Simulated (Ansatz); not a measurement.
A run of Ansatz 0.2.0 is set up as follows.

The input input.yaml:

```yaml
crystal:
  lattice: { a: 4.82110618, b: 4.82110618, c: 4.82110618, alpha: 90.0, beta: 90.0, gamma: 90.0 }
  space_group: 225
  reduce_to_primitive: true
  atoms:
    - { symbol: Cd, wyckoff: "4a", position: [0.0, 0.0, 0.0] }
    - { symbol: O, wyckoff: "4b", position: [0.5, 0.0, 0.0] }
hamiltonian:
  xc: { exchange: slater, correlation: vwn5 }
  pseudopotentials: { kind: nc, source: spms, xc_functional: pbe }
kpoints:
  mp_grid: { grid: [10, 10, 10] }
scf:
  occupations: { method: methfessel_paxton, width: 0.1 }
  n_extra_bands: 6
output:
  forces: true
  stress: true
  eigenvalues: true
  dos: { projected: false, de: 0.05, nscf_kmesh: { grid: [15, 15, 15] } }
  write_density: true
  write_potential: true
  elf: true
  volumetric_format: npy
```

Potentials or basis: SPMS NC.

Launch:

```sh
$ ansatz run input.yaml --threads 1 --pin off --max-ram 2560MiB --backend cpu --events-out ev --progress --plain --runs-dir out
```

Estimate the density of states at the Fermi level.

0.02 states/eV per cell.

Estimate the pressure.

-14.5 GPa.

Estimate the band gap on the k mesh.

none (metal or under the smearing width).

States per cell in windows of 0.5 eV (zero at the Fermi level; states under -8 eV left out):
```
from (eV)  total
     -8.0   0.00
     -7.5   0.26
     -7.0   4.67
     -6.5   3.26
     -6.0   1.81
     -5.5   0.00
     -5.0   0.00
     -4.5   0.00
     -4.0   0.38
     -3.5   1.42
     -3.0   0.24
     -2.5   0.51
     -2.0   0.77
     -1.5   1.04
     -1.0   0.88
     -0.5   0.76
      0.0   0.01
      0.5   0.02
      1.0   0.03
      1.5   0.04
      2.0   0.06
      2.5   0.09
      3.0   0.14
      3.5   0.31
      4.0   0.37
      4.5   0.36
      5.0   0.38
      5.5   0.17
      6.0   0.11
      6.5   0.30
      7.0   0.32
      7.5   0.43
```

Caveat: the potentials were made for another functional, which shifts forces and pressure.
